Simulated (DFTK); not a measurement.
# BAs in DFTK: convergence with cutoff

Crystal: BAs.

```xyz
2
Lattice="0.0000 2.3562 2.3562 2.3562 0.0000 2.3562 2.3562 2.3562 0.0000" Properties=species:S:1:pos:R:3 pbc="T T T"
As    3.5343    3.5343    3.5343
B     0.0000    0.0000    0.0000
```

The cell isn't the ideal one: cell squeezed.

```yaml
Program: DFTK 0.8.2
Task: convergence study
Functional: PBE
Potentials_or_basis: dojo.nc.sr.pbe.v0_5.standard.upf (PBE)
Cutoff: 408 eV
k_mesh: 5 × 5 × 5
Occupations: gaussian, width 0.02 eV
Spin: no spin polarisation
```

These are the settings of the first run; the series varies cutoff, with any setting tied to it.

Hardware: 1 thread of Intel(R) Xeon(R) Platinum 8488C (Sapphire Rapids) (shared host).

Problem. The values tried are 408.171 eV, 517.016 eV, 625.862 eV, 789.13 eV, 979.61 eV, 1142.88 eV, 1360.57 eV, 1659.89 eV, loosest first. From which on does the pressure stay within 0.1 GPa of the tightest run that finished?

Solution. From 1142.88 eV on.

| cutoff | energy less the tightest run, at zero smearing (meV/atom) | pressure (GPa) | gap on the mesh (eV) | SCF cycles |
| --- | --- | --- | --- | --- |
| 408.171 eV | 99382.04 | -2422.57 | 1.972 | 10 |
| 517.016 eV | 40562.53 | -1551.96 | 1.525 | 10 |
| 625.862 eV | 13735.90 | -787.16 | 1.274 | 11 |
| 789.13 eV | 1468.90 | -144.47 | 1.181 | 9 |
| 979.61 eV | 27.44 | 3.40 | 1.150 | 8 |
| 1142.88 eV | 0.63 | 9.25 | 1.148 | 9 |
| 1360.57 eV | 0.35 | 9.26 | 1.148 | 9 |
| 1659.89 eV | 0.00 | 9.26 | 1.148 | 9 |

Against the tightest run, the energy stays within 1 meV/atom from 1142.88 eV on; the gap on the mesh stays within 0.01 eV from 979.61 eV on. The tightest run that finished is the yardstick and may itself not be fully converged.

Caveat, for the tightest run too: the k mesh is coarse (spacing up to 0.46 Å⁻¹), so the values aren't converged; an odd mesh through Γ misses points on the zone boundary, where band edges often lie.
